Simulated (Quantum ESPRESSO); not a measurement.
A calculation with Quantum ESPRESSO 7.5 of Ag (ASE script, Cartesian positions):

run.py

```python
import numpy as np
from ase.calculators.espresso import Espresso, EspressoProfile
from ase.io import read

atoms = read('Ag.xyz')

input_data = {
    'control': {'calculation': 'scf', 'prefix': 'pwscf', 'outdir': './tmp', 'tprnfor': True, 'tstress': True, 'disk_io': 'nowf'},
    'system': {'ecutwfc': 56.0, 'ecutrho': 448.0, 'nbnd': 16, 'occupations': 'smearing', 'smearing': 'fd', 'degauss': 0.00367493},
    'electrons': {'conv_thr': 2e-10, 'electron_maxstep': 120, 'mixing_beta': 0.5},
}
pseudopotentials = {'Ag': 'ag_pbesol_v1.4.uspp.F.UPF'}
profile = EspressoProfile(command='mpirun -n 2 pw.x -nk 2', pseudo_dir='pseudo')
dft = Espresso(profile=profile, input_data=input_data, pseudopotentials=pseudopotentials, kpts=(11, 11, 11), koffset=(0, 0, 0))
atoms.calc = dft

print(f'energy {atoms.get_potential_energy():.8f} eV')
print('forces (eV/A)')
print(np.round(atoms.get_forces(), 6))
print('stress (eV/A^3, Voigt)')
print(np.round(atoms.get_stress(), 8))
print(f'Fermi level {dft.get_fermi_level():.4f} eV')
```

Contents of Ag.xyz:

```xyz
1
Lattice="0.0000000000 2.0427500000 2.0427500000 2.0427500000 0.0000000000 2.0427500000 2.0427500000 2.0427500000 0.0000000000" Properties=species:S:1:pos:R:3 pbc="T T T"
Ag     0.0000000000      0.0000000000      0.0000000000
```

Potentials or basis: GBRV 1.5 PBEsol.

Command:

```sh
$ OMP_NUM_THREADS=1 python run.py
```

Q: Write the same calculation in another form: native input, structure typed inline.

A: As run:

The input pw.in:

```
&CONTROL
  calculation = 'scf'
  prefix = 'pwscf'
  outdir = './tmp'
  pseudo_dir = './pseudo'
  tprnfor = .true.
  tstress = .true.
  disk_io = 'low'
/
&SYSTEM
  ibrav = 0
  nat = 1
  ntyp = 1
  ecutwfc = 56
  ecutrho = 448
  nbnd = 16
  occupations = 'smearing'
  smearing = 'fd'
  degauss = 0.00367493
/
&ELECTRONS
  conv_thr = 2d-10
  electron_maxstep = 120
  mixing_beta = 0.5
/
ATOMIC_SPECIES
Ag   107.8682 ag_pbesol_v1.4.uspp.F.UPF
CELL_PARAMETERS angstrom
   0.0000000000    2.0427500000    2.0427500000
   2.0427500000    0.0000000000    2.0427500000
   2.0427500000    2.0427500000    0.0000000000
ATOMIC_POSITIONS crystal
Ag     0.0000000000    0.0000000000    0.0000000000
K_POINTS automatic
11 11 11 0 0 0
```

Contents of pp_density.in:

```
&INPUTPP
  prefix = 'pwscf'
  outdir = './tmp'
  filplot = 'density.dat'
  plot_num = 0
/
&PLOT
  nfile = 1
  filepp(1) = 'density.dat'
  iflag = 3
  output_format = 6
  fileout = 'density.cube'
/
```

pp_potential.in

```
&INPUTPP
  prefix = 'pwscf'
  outdir = './tmp'
  filplot = 'potential.dat'
  plot_num = 11
/
&PLOT
  nfile = 1
  filepp(1) = 'potential.dat'
  iflag = 3
  output_format = 6
  fileout = 'potential.cube'
/
```

Potentials or basis: GBRV 1.5 PBEsol.

The run is started by

```console
$ OMP_NUM_THREADS=1 mpirun -n 2 pw.x -nk 2 -in pw.in > pw.out
$ OMP_NUM_THREADS=1 mpirun -n 1 pp.x -in pp_density.in > pp_density.out
$ OMP_NUM_THREADS=1 mpirun -n 1 pp.x -in pp_potential.in > pp_potential.out
```

Both were run:

|  | ASE script, Cartesian positions | native input, structure typed inline |
| --- | --- | --- |
| Pressure | -3.2 GPa | -3.2 GPa |
| Band gap on the k mesh | none (metal or under the smearing width) | none (metal or under the smearing width) |

Keys that steer only the numerical path or the files written may differ.
